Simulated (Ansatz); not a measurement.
Crystal: CuO (Tenorite).

```
Cu O
1.0
     2.34465   -1.71340    0.00000
     2.34465    1.71340    0.00000
    -0.86055    0.00000    5.05944
Cu O
2 2
Direct
  0.49680 0.00320 0.50000
  0.00320 0.49680 0.00000
  0.40560 0.57140 0.75370
  0.57140 0.40560 0.25370
```

Base run:

- Program: Ansatz 0.2.0
- Functional: PBEsol
- Potentials or basis: all-electron LAPW, scalar-relativistic
- Cutoff: 426 eV
- Density cutoff: 1705 eV
- Basis error allowed: 0.002 eV/atom
- k mesh: 10 × 10 × 5
- Occupations: fermi-dirac, width 0.05 eV
- Spin: no spin polarisation
- Hubbard terms: Cu d U = 8 eV

Its results: pressure 1.8 GPa; largest force 0.834 eV/Å.

Q: The run is repeated on the same cell with these changes: hubbard terms from Cu d U = 8 eV to none. What comes out?

A: Pressure -2.7 GPa; largest force 0.757 eV/Å.

Caveats: the run has no spin polarisation, though such a crystal can be magnetic; U is the effective U less J, on atomic orbitals that reach past the spheres (some runs); U without spin polarisation on a metal has little footing (some runs).

Not every run made on this cell is shown here.
